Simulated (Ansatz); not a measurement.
GeTe (alpha-GeTe type, space group R3m)

```
CELL_PARAMETERS angstrom
      2.09375     1.20882     3.68733
     -2.09375     1.20882     3.68733
      0.00000    -2.41765     3.68733
ATOMIC_POSITIONS crystal
  Ge 0.23183 0.23183 0.23183
  Te 0.76817 0.76817 0.76817
```

The slice is a (1 -1 0 2) plane (indices of the conventional cell) through the point (0.768, 0.768, 0.768) (fractional), spanned by u = [1 0 -1] and v = [010] in vectors of this cell: u (4.19 Å) and v (4.41 Å, at 90° to u). It covers one period; positions are fractions (u, v).

These are r2SCAN (plane waves to 500 eV, PAW, scalar-relativistic; Ansatz, a program for electronic structure) values and carry that method's errors. k mesh 10×10×10. Inside the PAW spheres the values are not all-electron values, and peaks at nuclei hang on which shells count as valence. GeTe was relaxed with its symmetry unable to fall. Spin-orbit coupling is left out, though Te is heavy. The PAW data are Ansatz's earlier set.

Three fields on this plane, each scaled to ten steps between its own extremes (0 low, 9 high; the total valence density on a logarithmic scale, the potential cut 8 eV below its top; x marks points blanked near nuclei; v = 0 in the bottom row):

Map A
```
|xxxxxxx01578999987510xxxxxx|
|xxxxxxx02689999998620xxxxxx|
|xxxxxx0036899999986300xxxxx|
|xxxxxx0157899999987510xxxxx|
|xxxx00046889999998864000xxx|
|xxx0003678899999988763000xx|
|000024677888888888877642000|
|223456777776666667777765432|
|666777777654322345677777766|
|8888887654100xx001456788888|
|9999887530xxxxxxxx035788999|
|999987630xxxxxxxxxx03678999|
|999987510xxxxxxxxxx01578999|
|99998640xxxxxxxxxxxx0468999|
|99987630xxxxxxxxxxxx0367899|
|99987520xxxxxxxxxxxx0257899|
|88887520xxxxxxxxxxxx0257888|
|77777530xxxxxxxxxxxx0357777|
|55666530xxxxxxxxxxxx0356665|
|122344420xxxxxxxxxx02444322|
|0000133310xxxxxxxx013331000|
|xxx000233100xxxx001332000xx|
|xxxx00024331000013342000xxx|
|xxxxxx0135544444455310xxxxx|
|xxxxxx0035666666665300xxxxx|
|xxxxxxx02577888877520xxxxxx|
|xxxxxxx01578888887510xxxxxx|
|xxxxxxx01578999987510xxxxxx|
```

Map B
```
|xxxxxxx32100000000123xxxxxx|
|xxxxxxx32100000000123xxxxxx|
|xxxxxx4321100000011234xxxxx|
|xxxxxx4321100000011234xxxxx|
|xxxx44432211111111223444xxx|
|xxx3333322211111122233333xx|
|222222222222222222222222222|
|111122223333333333332222111|
|000112233444455444433221100|
|0000122344556xx655443221000|
|0000123456xxxxxxxx654321000|
|000012345xxxxxxxxxx54321000|
|000012356xxxxxxxxxx65321000|
|00011245xxxxxxxxxxxx5421100|
|00011246xxxxxxxxxxxx6421100|
|00011245xxxxxxxxxxxx5421100|
|00011235xxxxxxxxxxxx5321100|
|11111235xxxxxxxxxxxx5321111|
|11111124xxxxxxxxxxxx4211111|
|322111135xxxxxxxxxx53111122|
|4432101246xxxxxxxx642101234|
|xxx310012479xxxx974210013xx|
|xxxx21001357999975310012xxx|
|xxxxxx0012346666432100xxxxx|
|xxxxxx1001233443321001xxxxx|
|xxxxxxx10011222211001xxxxxx|
|xxxxxxx21000111100012xxxxxx|
|xxxxxxx21100000000112xxxxxx|
```

Map C
```
|xxxxxxx87532100123578xxxxxx|
|xxxxxxx86532100123568xxxxxx|
|xxxxxx9764310000134679xxxxx|
|xxxxxx8654210000124568xxxxx|
|xxxx98764321111112346789xxx|
|xxx9876543222112223456789xx|
|888776544333333333344567788|
|766655444444444444444455666|
|555444444455666655444444455|
|3333333455677xx776554333333|
|2222233457xxxxxxxx754332222|
|011123456xxxxxxxxxx65432111|
|000123467xxxxxxxxxx76432100|
|00012356xxxxxxxxxxxx6532100|
|00112457xxxxxxxxxxxx7542110|
|11123457xxxxxxxxxxxx7543211|
|22234567xxxxxxxxxxxx7654322|
|34444567xxxxxxxxxxxx7654444|
|55555667xxxxxxxxxxxx7665555|
|776666778xxxxxxxxxx87766667|
|8888777778xxxxxxxx877777888|
|xxx988877777xxxx777778889xx|
|xxxx99877666666666677899xxx|
|xxxxxx9876555555556789xxxxx|
|xxxxxx9876544334456789xxxxx|
|xxxxxxx87643322334678xxxxxx|
|xxxxxxx87543222234578xxxxxx|
|xxxxxxx87542111124578xxxxxx|
```

Question: Assign the maps to these fields: density of the lowest conduction band (whole band as if filled, smooth part); valence electron density; electrostatic potential energy of an electron, from the cell's mean.

Answer: A is the electrostatic potential energy of an electron, from the cell's mean; B is the density of the lowest conduction band (whole band as if filled, smooth part); C is the valence electron density.
